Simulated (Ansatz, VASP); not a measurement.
BAs in VASP and in Ansatz

INCAR

```
SYSTEM = BAs
PREC     = Accurate       ! precision mode
ENCUT    = 520            ! plane-wave cutoff, eV
EDIFF    = 1E-7           ! SCF threshold, eV
ISMEAR   = 0              ! smearing method
SIGMA    = 0.028999999999999998 ! smearing width, eV
LREAL    = .FALSE.        ! projectors in reciprocal space
LASPH    = .TRUE.         ! aspherical terms in the spheres
NELM     = 60             ! most SCF steps
ALGO     = Normal         ! electronic algorithm
ISIF     = 2              ! what is computed and relaxed
LWAVE    = .FALSE.        ! write WAVECAR
LCHARG   = .FALSE.        ! write CHGCAR
GGA      = PE             ! functional
NBANDS   = 11             ! bands
```

Contents of KPOINTS:

```
Automatic mesh
0
G
  10 10 10
  0 0 0
```

File POSCAR:

```
BAs
1.0
    0.0000000000      2.3885000000      2.3885000000
    2.3885000000      0.0000000000      2.3885000000
    2.3885000000      2.3885000000      0.0000000000
As B
1 1
Direct
    0.7500000000      0.7500000000      0.7500000000
    0.0000000000      0.0000000000      0.0000000000
```

The input input.yaml:

```yaml
crystal:
  lattice:
    - [0.0, 2.3885, 2.3885]
    - [2.3885, 0.0, 2.3885]
    - [2.3885, 2.3885, 0.0]
  atoms:
    - { symbol: As, position: [0.75, 0.75, 0.75] }
    - { symbol: B, position: [0.0, 0.0, 0.0] }
kpoints:
  mp_grid: { grid: [10, 10, 10] }
scf:
  occupations: { method: gaussian, width: 0.029 }
hamiltonian:
  xc: pbe
  pseudopotentials: { kind: all_electron, lapw: { basis_error: 0.001 } }
output:
  forces: true
  stress: true
  eigenvalues: true
```

Alike in both runs: task single point; functional PBE; k mesh 10 × 10 × 10; occupations gaussian, width 0.029 eV; no spin polarisation.

|  | VASP | Ansatz |
| --- | --- | --- |
| version | VASP 6.6.1 | Ansatz 0.2.0 |
| potentials or method | VASP PAW PBE potentials, release 64 (As, B) | all-electron LAPW, scalar-relativistic |
| plane-wave cutoff (eV) | 520 | see its input |

VASP gave:

```
gap on the k mesh at the Fermi level (eV) : 1.18
least direct gap on the mesh (eV)         : 3.28
pressure (GPa)                            : 3.4
```

**Question.** Estimate Ansatz's values.

**Answer.** gap on the k mesh at the Fermi level (eV): 1.19; least direct gap on the mesh (eV): 3.28; pressure (GPa): 2.7.

Ansatz ran all-electron here, so the differences hold the error of VASP's frozen core and of both bases.

A k mesh can miss the band edges.
